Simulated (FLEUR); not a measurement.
# BN: equation of state with SCAN

**What was measured.**

From “Effect of nanostructuration on compressibility of cubic BN”, 2012, arxiv:1208.3664, for a bulk crystal of BN at 300 K: bulk modulus 395 ± 2 GPa.

Crystal: BN.

```
N B
1.0
     0.00000    1.81300    1.81300
     1.81300    0.00000    1.81300
     1.81300    1.81300    0.00000
N B
1 1
Cartesian
  0.9065 0.9065 0.9065
  0.0000 0.0000 0.0000
```

The cell is a database's computed one.

```
Program                  : FLEUR MaX-R8.1 (later development tree)
Task                     : equation of state
Functional               : SCAN
Potentials or basis      : all-electron
Basis                    : FLAPW
Kmax                     : 5.41 1/bohr
k mesh                   : 13 × 13 × 13
Occupations              : fermi-dirac, width 0.05 eV
Spin                     : no spin polarisation
Gmax                     : 16.8 1/bohr
Muffin-tin radii         : N 1.33, B 1.33 bohr
lmax                     : N 8, B 8
Local orbitals a species : N 3, B 3
```

- Equilibrium volume: 5.86 Å³/atom
- Bulk modulus: 396 GPa

Energy against volume, from the lowest point:
```csv
volume (Å³/atom),energy (meV/atom)
5.602,12.64
5.721,1.97
5.959,0.00
6.198,20.31
6.317,37.36
```

Measured bulk modulus of BN: 395 GPa (300 K; quoted in “Effect of nanostructuration on compressibility of cubic BN”, 2012, arxiv:1208.3664). This calculation gives 396 GPa (+0.4 %). The fit is for a static lattice scaled at fixed shape and fixed fractional positions.

Caveat: the meta-GGA is that of a development version, with a GGA for the radial functions and cores and without core tails.
